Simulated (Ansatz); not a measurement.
# MoS2: the cost of one run

Program: Ansatz 0.2.0. Level of theory: DFT LDA, scalar-relativistic. These are calculated values, not measurements.

### Step 1. The starting structure

Symmetry: R3m, No. 160, trigonal system. The conventional cell has a = 3.163 Å, b = 3.163 Å, c = 18.370 Å, α = 90.00°, β = 90.00°, γ = 120.00°. Mo (site symmetry 3m) is surrounded by 6 S at 2.36 Å. S (site symmetry 3m) has 3 Mo at 2.36 Å as nearest neighbours.

Structure file:

```
Mo S
1.0
     1.58150    0.91308    6.12333
    -1.58150    0.91308    6.12333
     0.00000   -1.82616    6.12333
Mo S
1 2
Direct
  0.00000 0.00000 0.00000
  0.74840 0.74840 0.74840
  0.58490 0.58490 0.58490
```

Atoms are numbered in the order of the input: Mo1, S2, S3.

### Step 2. After the deformation

Space group R3m before, R3m after.

### Step 3. LAPW, all electrons

input.yaml reads:

```yaml
crystal:
  lattice:
    - [1.5656853532, 0.9039488601, 6.12333]
    - [-1.5656853532, 0.9039488601, 6.12333]
    - [0.0, -1.8078977203, 6.12333]
  atoms:
    - { symbol: Mo, position: [0.0, 0.0, 0.0] }
    - { symbol: S, position: [0.7484, 0.7484, 0.7484] }
    - { symbol: S, position: [0.5849, 0.5849, 0.5849] }
kpoints:
  mp_grid: { grid: [15, 15, 15] }
  band_path:
    path:
      - [0.0, 0.0, 0.0]
      - [0.5, 0.5, 0.5]
      - [0.8188048214, 0.1811951786, 0.5]
      - [0.5, -0.1811951786, 0.1811951786]
      - [0.5, 0.0, 0.0]
      - [0.0, 0.0, 0.0]
      - [0.3405975893, -0.3405975893, 0.0]
      - [0.6594024107, 0.0, 0.3405975893]
      - [0.5, 0.0, 0.5]
    npoints: 5
scf:
  occupations: { method: fermi_dirac, width: 0.05 }
hamiltonian:
  xc: lda
  pseudopotentials: { kind: all_electron, lapw: { basis_error: 0.001 } }
output:
  forces: true
  stress: true
  eigenvalues: true
```

Run with:

```bash
$ ansatz run input.yaml --threads 1 --pin off --max-ram 4096MiB --backend cpu --events-out ev --progress --plain --runs-dir out
```

Q: Estimate wall time and peak memory on 1 thread of Intel Xeon Platinum 8488C (Sapphire Rapids), shared host.

About 2.9 min, with a peak of 1.2 GiB.
